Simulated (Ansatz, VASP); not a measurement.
# GaN in two plane-wave programs, part 2 of 2

Aim: how closely do two programs agree when they are given the same cell, functional and k mesh? The structure shown is the end of the Ansatz relaxation below.

VASP 6.6.1 and Ansatz 0.2.0.

So far. Step 3 (VASP: single point, LDA, pair 1): The run ends at a pressure of 2.96 GPa.

### Step 6. VASP: single point, LDA, pair 2

Level of this step: LDA; plane waves and PAW (N, Ga_d) (VASP).

The same cell, functional (in two slightly different forms) and mesh now go to VASP, with its own data sets.

Contents of INCAR:

```
SYSTEM = GaN
PREC = Accurate
ENCUT = 600
EDIFF = 1E-06
NELM = 120
ISMEAR = 0
SIGMA = 0.01
LREAL = .FALSE.
ALGO = Normal
GGA = PW92
NBANDS = 15
LORBIT = 11
LWAVE = .FALSE.
LCHARG = .FALSE.
ISIF = 2
LASPH = .TRUE.
GGA_COMPAT = .FALSE.
EFERMI = MIDGAP
KPAR = 2
```

Contents of POSCAR:

```
GaN
1.0
    0.0000000000      2.2355854664      2.2053264877
    2.2355854664      0.0000000000      2.2053264877
    2.2355854664      2.2355854664      0.0000000000
N Ga
1 1
Direct
    0.2500000000      0.2500000000      0.2500000000
    0.0000000000      0.0000000000      0.0000000000
```

Contents of KPOINTS:

```
Automatic mesh
0
Gamma
12 12 12
0 0 0
```

PAW data sets: N and Ga_d (LDA family, release 64).

Run with:

```sh
$ mpirun -np 2 vasp_std
```

Numbers of over 12 decimals in the logs are rounded to 6 here.

The log of the run:

```text
[banner, memory and clock lines left out]
running    2 mpi-ranks, on    1 nodes
[...]
[... a notice as in an earlier step ...]

 LDA part: xc-table for (Slater(with rela. corr.)+PW92), standard interpolation
 POSCAR, INCAR and KPOINTS ok, starting setup
[...]
entering main loop
       N       E                     dE             d eps       ncg     rms          rms(c)
DAV:   1     0.880248084196E+02    0.88025E+02   -0.10331E+04  5400   0.238E+03
DAV:   2    -0.958343509716E+01   -0.97608E+02   -0.91116E+02  5570   0.361E+02
DAV:   3    -0.159722902963E+02   -0.63889E+01   -0.63582E+01  5569   0.773E+01
DAV:   4    -0.160454423860E+02   -0.73152E-01   -0.73134E-01  5967   0.874E+00
[...]
DAV:  11    -0.139505712855E+02    0.66993E-04   -0.22370E-04  7448   0.279E-01    0.106E-02
DAV:  12    -0.139505732813E+02   -0.19958E-05   -0.17943E-05  5499   0.490E-02    0.134E-03
DAV:  13    -0.139505732427E+02    0.38563E-07   -0.48637E-07  3831   0.156E-02
   1 F= -.13950573E+02 E0= -.13950573E+02  d E =0.000000E+00
```

From OUTCAR (step 6):

```text
  Total        0.1159073      0.1159073      0.3495460      0.0000000      0.0000000      0.0000000
  in kB        8.4243406      8.4243406     25.4056026      0.0000000      0.0000000      0.0000000
  external PRESSURE =      14.0847613 kB  Pullay stress =       0.0000000 kB

 POSITION                                       TOTAL-FORCE (eV/Angst)
 -----------------------------------------------------------------------------------
      1.11779      1.11779      1.10266         0.000000      0.000000      0.000000
      0.00000      0.00000      0.00000        -0.000000     -0.000000     -0.000000
 -----------------------------------------------------------------------------------
    total drift:                               -0.000000     -0.000000      0.000000

  FREE ENERGIE OF THE ION-ELECTRON SYSTEM (eV)
  ---------------------------------------------------
  free  energy   TOTEN  =       -13.9505732427 eV

  energy  without entropy=      -13.9505732427  energy(sigma->0) =      -13.95057324

[... 1 part as in an earlier step ...]

[... 2 further parts left out ...]
[key lines of the parts left out:]
E-fermi :   6.4710
```

The run ends at a pressure of 1.41 GPa.

### Step 7. Comparison

Compared:

```csv
quantity,Ansatz,VASP,difference
pressure (GPa),0.57,1.41,-0.83
gap on the k mesh (eV),1.937,1.951,-0.014
```

A gap on the mesh is an upper bound, since the band edges may lie between its points.

### Step 8. Ansatz: relaxation, LDA

This run makes the geometry at which the two programs are then compared. The cell compared in this pair holds 21.98 Å³, against 22.04 Å³ for the pair before.

The structure compared here is the end of the Ansatz relaxation.

Contents of input.yaml:

```yaml
crystal:
  lattice:
    - [0.0, 2.2355854664, 2.1830504626]
    - [2.2355854664, 0.0, 2.1830504626]
    - [2.2355854664, 2.2355854664, 0.0]
  atoms:
    - { symbol: "N", position: [0.25, 0.25, 0.25] }
    - { symbol: Ga, position: [0.0, 0.0, 0.0] }
  conventional_axes: [[-1, 1, 1], [1, -1, 1], [1, 1, -1]]
kpoints:
  mp_grid: { grid: [12, 12, 12] }
hamiltonian:
  xc: lda
  pseudopotentials: { kind: paw, azcp: { folder: soft_1 }, xc_functional: pbe }
scf:
  occupations: { method: fixed }
output:
  forces: true
  stress: true
  eigenvalues: true
relax:
  adjacent_minimum: "off"
  f_tol: 0.001
  max_steps: 60
  cell: { stress_tol: 0.01, fix: [c, angles] }
```

Run with:

```sh
$ ansatz run input.yaml --threads 4 --pin off --max-ram 10240MiB --backend cpu --events-out ev --progress --plain --runs-dir out
```

The log of the run:

```text
[...]
Crystal: 2 atoms, lattice volume = 21.821 Å³
Basis set: ecut = 420 eV, 411 PW (Γ)
Bands: 13, of which v1, the nominal top of the filled ones, is band 9 counted from 1 (8 counted from 0)
Symmetry: 8 space group operations
[...]
k-points: 163 of 1728 (time reversal used)
[...]
k-point 162: bands = [... 5 lower, -1.4035, 3.7285, 6.8775, 6.8775, 13.0455, 16.3013, 21.9589, 23.9754]
--- Relaxed structure (4 steps of the walk, 4 accepted, 2 SCFs on fresh bases) ---
[...]
cell:  # Å, volume = 21.9811 Å³
    - [0, 2.243768, 2.1830504626]
    - [2.243768, 0, 2.1830504626]
    - [2.243768, 2.243768, 0]
  atoms:
    - { symbol: N, position: [0.250000, 0.250000, 0.25] }
    - { symbol: Ga, position: [0, 0, 0] }
[key lines of the parts left out:]
SCF converged after 5 iterations
Free energy (F): -4082.083064 eV
Fermi energy:    9.979255 eV
P = ⅓ Tr σ = 1.1159 GPa (11.159 kbar)
```

### Step 9. VASP: single point, LDA, pair 3

The same cell, functional (in two slightly different forms) and mesh now go to VASP, with its own data sets.

INCAR is that of step 6.

Contents of POSCAR:

```
GaN
1.0
    0.0000000000      2.2437679624      2.1830504626
    2.2437679624      0.0000000000      2.1830504626
    2.2437679624      2.2437679624      0.0000000000
N Ga
1 1
Direct
    0.2500000000      0.2500000000      0.2500000000
    0.0000000000      0.0000000000      0.0000000000
```

KPOINTS is that of step 6.

Run with:

```sh
$ mpirun -np 2 vasp_std
```

The log of the run:

```text
[... set-up lines as in an earlier step ...]
 entering main loop
       N       E                     dE             d eps       ncg     rms          rms(c)
DAV:   1     0.863989606593E+02    0.86399E+02   -0.10212E+04  5465   0.236E+03
DAV:   2    -0.989036602952E+01   -0.96289E+02   -0.89315E+02  5618   0.357E+02
DAV:   3    -0.159809612368E+02   -0.60906E+01   -0.60655E+01  5653   0.757E+01
DAV:   4    -0.160472324283E+02   -0.66271E-01   -0.66261E-01  6049   0.844E+00
[...]
DAV:  11    -0.139466805463E+02    0.64605E-04   -0.21866E-04  7384   0.275E-01    0.948E-03
DAV:  12    -0.139466825159E+02   -0.19696E-05   -0.17767E-05  5611   0.489E-02    0.137E-03
DAV:  13    -0.139466824903E+02    0.25640E-07   -0.45988E-07  3614   0.152E-02
   1 F= -.13946682E+02 E0= -.13946682E+02  d E =0.000000E+00
```

Parts of OUTCAR (step 9):

```text
  Total        0.1177668      0.1177668      0.5704743      0.0000000      0.0000000      0.0000000
  in kB        8.5838869      8.5838869     41.5812028      0.0000000      0.0000000      0.0000000
  external PRESSURE =      19.5829922 kB  Pullay stress =       0.0000000 kB

 POSITION                                       TOTAL-FORCE (eV/Angst)
 -----------------------------------------------------------------------------------
      1.12188      1.12188      1.09153        -0.000000     -0.000000      0.000000
      0.00000      0.00000      0.00000         0.000000      0.000000      0.000000
 -----------------------------------------------------------------------------------
    total drift:                               -0.000000     -0.000000      0.000000

  FREE ENERGIE OF THE ION-ELECTRON SYSTEM (eV)
  ---------------------------------------------------
  free  energy   TOTEN  =       -13.9466824903 eV

  energy  without entropy=      -13.9466824903  energy(sigma->0) =      -13.94668249

[... 1 part as in an earlier step ...]

[... 2 further parts left out ...]
[key lines of the parts left out:]
E-fermi :   6.5328
```

The run ends at a pressure of 1.96 GPa.

### Step 10. Side by side

The two programs side by side:

```csv
quantity,Ansatz,VASP,difference
pressure (GPa),1.12,1.96,-0.84
gap on the k mesh (eV),1.914,1.928,-0.014
```

A gap on the mesh is an upper bound, since the band edges may lie between its points.

### Step 11. Results

```
difference in gap on the k mesh (single point, LDA, pair 1) : -0.014 eV
difference in pressure (single point, LDA, pair 1)          : -0.86 GPa
difference in gap on the k mesh (single point, LDA, pair 2) : -0.014 eV
difference in pressure (single point, LDA, pair 2)          : -0.83 GPa
difference in gap on the k mesh (single point, LDA, pair 3) : -0.014 eV
difference in pressure (single point, LDA, pair 3)          : -0.84 GPa
```

The difference in pressure is -0.86 GPa (single point, LDA, pair 1), within the 1 GPa picked in this series as the mark of a large difference. 5 further runs of this series are not shown here. How closely two codes agree says nothing of how well the functional describes the real material.

[Lines on the potential files, build, host, timing and source positions are cut from VASP's logs without a mark.]

[Logs are printed without paths, hosts, clocks, repeated set-up lines and the standing remarks that a program may print on its own settings, such as how far it seeks lower states.]

[Hosts, paths, dates, database ids (printed as entryN), source tags and the programs' standing remarks are cut or masked in the printed files.]
